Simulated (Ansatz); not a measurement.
## Formation energy of AgI

```yaml
crystal:
  lattice:
    - [0.00000, 3.17401, 3.17401]
    - [3.17401, 0.00000, 3.17401]
    - [3.17401, 3.17401, 0.00000]
  atoms:
    - { symbol: Ag, position: [0.00000, 0.00000, 0.00000] }
    - { symbol: I, position: [0.25000, 0.25000, 0.25000] }
```

The cell comes from a relaxation on PAW files under the same functional, begun from a database entry that needn't be the ground state.

All numbers are LDA results (scalar-relativistic) from Ansatz 0.2.0, with a Γ-centred 8×8×8 k mesh, Fermi–Dirac smearing of 0.02 eV, no spin polarisation. Methods: LAPW: all electrons, basis error target 0.5 meV/atom; PAW: frozen-core files, cutoff 420 eV.

The elements are taken as Ag fcc, I solid I2, each relaxed on PAW files under the same functional and computed by the same method as the compound; zero-point and thermal terms are left out. LDA tends to overbind the layered or molecular reference states.

Spin–orbit coupling is left out, which matters for the heavy atoms. The PAW files were made under PBE.

What is the formation energy by LAPW, and how far do the other methods lie from it?

-0.147 eV/atom; PAW -2.3 meV/atom. The compound is bound against these elements; other compounds of the system weren't compared.

Give the LAPW value for one formula unit in kJ/mol.

-0.147 eV/atom × 2 atoms × 96.485 kJ/(mol·eV) = -28.4 kJ/mol, at zero temperature and without zero-point motion.
